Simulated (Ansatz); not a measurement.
Write the native input for Ansatz 0.2.0 that does the following.

```
Task                : Born charges
Functional          : PBEsol
Potentials or basis : all-electron PAW datasets made for the crystal
Cutoff              : 270 eV (chosen from the basis error)
k mesh              : 8 × 8 × 8
Occupations         : fixed
Spin                : no spin polarisation
```

InP:

```
CELL_PARAMETERS angstrom
0.00000 2.93050 2.93050
2.93050 0.00000 2.93050
2.93050 2.93050 0.00000
ATOMIC_POSITIONS crystal
In 0.00000 0.00000 0.00000
P 0.75000 0.75000 0.75000
```

One way to write it, as run:

input.yaml

```yaml
crystal:
  lattice:
    - [0.0, 2.9305, 2.9305]
    - [2.9305, 0.0, 2.9305]
    - [2.9305, 2.9305, 0.0]
  atoms:
    - { symbol: In, position: [0.0, 0.0, 0.0] }
    - { symbol: P, position: [0.75, 0.75, 0.75] }
kpoints:
  mp_grid: { grid: [8, 8, 8] }
scf:
  occupations: { method: fixed }
hamiltonian:
  xc: pbesol
  pseudopotentials: { kind: all_electron, datasets: crystal }
output: {}
dielectric: {}
```

Potentials or basis: all-electron PAW datasets made for the crystal.

Command:

```bash
$ ansatz run input.yaml --threads 1 --pin off --max-ram 3072MiB --backend cpu --events-out ev --progress --plain --runs-dir out
```

Results of the run:

* Band gap on the k mesh: 0.61 eV, direct

Caveat: the program warned that the printed levels may be off, so bands, gaps and densities of states are rough; spin-orbit coupling is left out, which moves the levels of the heavy elements.

It took 52 s on 1 thread of Arm Neoverse V2 (shared host), peak memory 0.91 GiB.
